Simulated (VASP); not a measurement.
From VASP inputs to Ansatz: NaCl (rocksalt)

INCAR

```
GGA = PE
ENCUT = 520
NSW = 0
NBANDS = 14
EDIFF = 1E-7
IBRION = -1
SIGMA = 0.02
LCHARG = .FALSE.
LWAVE = .FALSE.
LASPH = .TRUE.
PREC = Accurate
ISIF = 2
NELM = 120
ISMEAR = -1
LREAL = .FALSE.
```

KPOINTS

```
KPOINTS created by Atomic Simulation Environment
0
Gamma
8 8 8
0 0 0
```

KPOINTS_OPT

```
special points
6
Reciprocal
0.0000000000 0.0000000000 0.0000000000 1
0.5000000000 0.0000000000 0.5000000000 1
0.6250000000 0.2500000000 0.6250000000 1
0.3750000000 0.3750000000 0.7500000000 1
0.5000000000 0.5000000000 0.5000000000 1
0.5000000000 0.2500000000 0.7500000000 1
```

POSCAR

```
Na Cl
 1.0000000000000000
    -0.0000000000000000    2.8026988093201135    2.8026988093201135
     2.8026988093201135    0.0000000000000000    2.8026988093201135
     2.8026988093201135    2.8026988093201135   -0.0000000000000000
 Na  Cl
   1   1
Cartesian
 -0.0000000000000000 -0.0000000000000000 -0.0000000000000000
  2.8026988093201135  2.8026988093201135  2.8026988093201135
```

VASP ran with the recommended PBE PAW datasets (14 valence electrons in the cell).

**Question.** Translate these files to an Ansatz input.

**Answer.** 

```yaml
crystal:
  lattice:
    - [0.0, 2.8026988093, 2.8026988093]
    - [2.8026988093, 0.0, 2.8026988093]
    - [2.8026988093, 2.8026988093, 0.0]
  atoms:
    - { symbol: Na, position: [0.0, 0.0, 0.0] }
    - { symbol: Cl, position: [0.5, 0.5, 0.5] }
kpoints:
  mp_grid: { grid: [8, 8, 8] }
  band_path:
    path:
      - [0.0, 0.0, 0.0]
      - [0.5, 0.0, 0.5]
      - [0.625, 0.25, 0.625]
      - [0.375, 0.375, 0.75]
      - [0.5, 0.5, 0.5]
      - [0.5, 0.25, 0.75]
    npoints: 1
hamiltonian:
  xc: pbe
scf:
  occupations: { method: fermi_dirac, width: 0.02 }
  n_extra_bands: 4
output:
  forces: true
  stress: true
  eigenvalues: true
```

Other inputs would serve too.

```json
{"": "gap between bands v and c", "VASP": "5.18 eV", "Ansatz": "5.18 eV"}
{"": "least direct gap", "VASP": "5.18 eV", "Ansatz": "5.18 eV"}
{"": "pressure", "VASP": "1.2 GPa", "Ansatz": "1.3 GPa"}
```

Datasets and cutoffs are each program's own. VASP's cell holds 14 valence electrons and Ansatz's 16. Ansatz's stress includes a Pulay correction; VASP's doesn't.
